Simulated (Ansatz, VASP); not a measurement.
## NaH in VASP and in Ansatz

Contents of INCAR:

```
PREC = Accurate
ENCUT = 520
EDIFF = 1E-6
ISMEAR = 0
SIGMA = 0.02
LREAL = False
LASPH = True
NELM = 60
ALGO = Normal
ISIF = 2
LWAVE = False
LCHARG = True
GGA = PE
LELF = True
LVHAR = True
NBANDS = 11
```

KPOINTS

```
regular mesh
0
Gamma
  8 8 8
```

The input POSCAR:

```
NaH
1.0
    0.0000000000      2.3152527120      2.3152527120
    2.3152527120      0.0000000000      2.3152527120
    2.3152527120      2.3152527120      0.0000000000
Na H
1 1
Direct
    0.0000000000      0.0000000000      0.0000000000
    0.5000000000      0.5000000000      0.5000000000
```

Input for Ansatz:

```yaml
crystal:
  lattice:
    - [0.0, 2.315252712, 2.315252712]
    - [2.315252712, 0.0, 2.315252712]
    - [2.315252712, 2.315252712, 0.0]
  atoms:
    - { symbol: Na, position: [0.0, 0.0, 0.0] }
    - { symbol: H, position: [0.5, 0.5, 0.5] }
basis:
  ecutwfc: 420
kpoints:
  mp_grid: { grid: [8, 8, 8] }
hamiltonian:
  xc: pbe
scf:
  occupations: { method: gaussian, width: 0.02 }
output:
  forces: true
  stress: true
  eigenvalues: true
```

Alike in both runs: task single point; functional PBE; k mesh 8 × 8 × 8; occupations gaussian, width 0.02 eV; no spin polarisation.

```csv
,VASP,Ansatz
version,VASP 6.6.1,Ansatz 0.2.0
potentials or method,"VASP PAW PBE potentials, release 64 (Na_pv, H)","scalar-relativistic, plane waves, PAW"
plane-wave cutoff (eV),520,420
valence electrons in the cell,8,10
```

Ansatz gave:

```
gap on the k mesh at the Fermi level (eV) : 3.98
least direct gap on the mesh (eV)         : 4.90
pressure (GPa)                            : 3.8
```

Estimate VASP's values.

gap on the k mesh at the Fermi level (eV): 3.98; least direct gap on the mesh (eV): 4.89; pressure (GPa): 3.8.

The functional is the same, so the differences come from potentials, cutoffs and numerics. The two sets of potentials don't hold the same shells in valence.

A k mesh can miss the band edges. As with any semilocal functional, this PBE gap is likely too small.
